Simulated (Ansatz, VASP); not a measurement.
RbBr in VASP and in Ansatz

File INCAR:

```
SYSTEM = RbBr
PREC = Accurate
ENCUT = 520
EDIFF = 1E-6
ISMEAR = 0
SIGMA = 0.05
LREAL = .FALSE.
LASPH = .TRUE.
NELM = 80
ALGO = Normal
ISIF = 2
LWAVE = .FALSE.
LCHARG = .TRUE.
GGA = PS
LELF = .TRUE.
LVHAR = .TRUE.
NBANDS = 15
```

The input KPOINTS:

```
Automatic mesh
0
G
  6 6 6
  0 0 0
```

The input POSCAR:

```
RbBr
1.0
    4.0701688540      0.0000000000      0.0000000000
    0.0000000000      4.0701688540      0.0000000000
    0.0000000000      0.0000000000      4.0701688540
Rb Br
1 1
Direct
    0.0000000000     -0.0595372219     -0.0396914813
    0.5000000000      0.5636828616      0.5424552411
```

Input for Ansatz:

```yaml
crystal:
  lattice:
    - [4.070168854, 0.0, 0.0]
    - [0.0, 4.070168854, 0.0]
    - [0.0, 0.0, 4.070168854]
  atoms:
    - { symbol: Rb, position: [0.0, -0.0595372219, -0.0396914813] }
    - { symbol: Br, position: [0.5, 0.5636828616, 0.5424552411] }
basis:
  ecutwfc: 420
kpoints:
  mp_grid: { grid: [6, 6, 6] }
hamiltonian:
  xc: pbesol
scf:
  occupations: { method: gaussian, width: 0.05 }
output:
  forces: true
  stress: true
  eigenvalues: true
  write_density: true
  write_potential: true
  elf: true
  volumetric_format: npy
```

Change from the starting cell: mode 5 frozen in at -0.259 Å and mode 6 at -0.173 Å (largest displacements).

Alike in both runs: task single point; functional PBEsol; k mesh 6 × 6 × 6; occupations gaussian, width 0.05 eV; no spin polarisation.

|  | VASP | Ansatz |
| --- | --- | --- |
| version | VASP 6.6.1 | Ansatz 0.2.0 |
| potentials or method | VASP PAW PBE potentials, release 64 (Rb_sv, Br) | scalar-relativistic, plane waves, PAW |
| plane-wave cutoff (eV) | 520 | 420 |
| valence electrons in the cell | 16 | 16 |

VASP gave:

| Property | Result |
| --- | --- |
| gap on the k mesh at the Fermi level (eV) | 4.14 |
| least direct gap on the mesh (eV) | 4.27 |
| pressure (GPa) | 2.4 |
| largest component of the traceless stress (GPa) | 1.99 |
| rms of the force components (eV/Å) | 0.500 |

Question: Estimate Ansatz's values.

Answer: gap on the k mesh at the Fermi level (eV): 4.15; least direct gap on the mesh (eV): 4.27; pressure (GPa): 2.3; largest component of the traceless stress (GPa): 1.96; rms of the force components (eV/Å): 0.491.

Atom by atom the forces differ by 0.008 eV/Å (rms over components). With one functional, cell and mesh, what is left measures potentials, basis and numerics.

Caveats: the PAW data sets were made with another functional, which shifts forces and pressure a little (VASP). A k mesh can miss the band edges.
